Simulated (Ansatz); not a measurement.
**EuS (rocksalt): exact exchange against the cheap answer**

One table from this session's results is given with a row withheld; the runs are named, their logs left out.

Program: Ansatz 0.2.0. Level of theory: DFT at several levels, plane waves, PAW. These are calculated values, not measurements.

2 further runs of the same task are left out: 1 that didn't finish, 1 set aside as unsound or not needed.

### The starting structure

It takes space group Fm-3m (No. 225, cubic). Conventional cell: a = 5.957 Å, b = 5.957 Å, c = 5.957 Å, α = 90.00°, β = 90.00°, γ = 90.00°. Around Eu (site symmetry m-3m) lie 6 S at 2.98 Å. Around S (site symmetry m-3m) lie 6 Eu at 2.98 Å.

Coordinates:

```cif
data_structure
_symmetry_space_group_name_H-M 'Fm-3m'
_symmetry_Int_Tables_number 225
_cell_length_a 5.9570
_cell_length_b 5.9570
_cell_length_c 5.9570
_cell_angle_alpha 90.000
_cell_angle_beta 90.000
_cell_angle_gamma 90.000
_cell_volume 211.39
loop_
_atom_site_label
_atom_site_type_symbol
_atom_site_symmetry_multiplicity
_atom_site_Wyckoff_symbol
_atom_site_fract_x
_atom_site_fract_y
_atom_site_fract_z
_atom_site_occupancy
Eu1 Eu 4 b 0.50000 0.00000 0.00000 1
S1 S 4 a 0.00000 0.00000 0.00000 1
```

An earlier run on this cell at PBE+U (U_eff = 6 eV on Eu 4f) gave 0.74 GPa at 26.424 Å³/atom (8×8×8 mesh), gap on the mesh 0.70 eV, moments in the atoms' spheres Eu 6.86; S -0.06 μB.

The cell stays fixed from here on.

Levels to run, all on a 4×4×4 mesh: PBE with U = 6 eV on Eu 4f; PBE; HSE06 form (fraction 0.3); HSE06 form (screening 0.15 Å⁻¹); PBE0 form (fraction 0.05); ωPBEh. Hardware: 4 threads of Intel Xeon Platinum 8559C (Emerald Rapids), shared host.

The first run:

input.yaml

```yaml
crystal:
  lattice:
    - [0.0, 2.978501867, 2.978501867]
    - [2.978501867, 0.0, 2.978501867]
    - [2.978501867, 2.978501867, 0.0]
  atoms:
    - { symbol: Eu, position: [0.5, 0.5, 0.5], spin: 7.55 }
    - { symbol: S, position: [0.0, 0.0, 0.0] }
basis:
  ecutwfc: 420
  ecutrho_ratio: 4
kpoints:
  mp_grid: { grid: [4, 4, 4] }
hamiltonian:
  xc: pbe
  hubbard: { sites: [{ species: Eu, l: f, u_eff: 6.0 }] }
scf:
  occupations: { method: gaussian, width: 0.05 }
  lower_state_search: "off"
output:
  forces: true
  stress: true
  eigenvalues: true
  populations: true
  hubbard: { sites: [{ species: Eu, l: f }] }
  write_density: true
  write_potential: true
  elf: true
  volumetric_format: npy
magnetization:
  spin_polarized: true
checkpoint:
  read: start.run
  write: ck
  compress: false
  write_wavefunctions: false
  write_every: 100000
```

It reads its starting density from start.run, saved by an earlier run on this cell.

On the command line:

```sh
> ansatz run input.yaml --threads 4 --pin off --max-ram 6144MiB --backend cpu --events-out ev --progress --plain --runs-dir out
```

Among the steps run: PBE with U = 6 eV on Eu 4f; PBE; HSE06 form (fraction 0.3); HSE06 form (screening 0.15 Å⁻¹); PBE0 form (fraction 0.05); ωPBEh.

One table of the session follows, with a row left open; its other results are not shown here.

It belongs to the step «The sweep». 

```
                          level  largest spin moment (μB)
     PBE with U = 6 eV on Eu 4f                      6.86
                            PBE                         ?
      HSE06 form (fraction 0.3)                      6.90
HSE06 form (screening 0.15 Å⁻¹)                      6.89
      PBE0 form (fraction 0.05)                      6.80
                          ωPBEh                      6.89
```

Q: Estimate the row for PBE from the others.

The run gave: largest spin moment (μB): 6.73. In the column «largest spin moment (μB)» it is the lowest.

Caveats from the session: «metal» means no gap on the mesh; bands that overlap can still move apart without opening one. Gaps are over this coarse mesh alone, and total energies of different levels can't be compared. The program warned that the SCF threshold is loose for the stress of this hybrid run. Warnings in the runs' records: stability check not made, stress scf threshold loose, stress exchange threshold loose, filled band counts differ across k points.
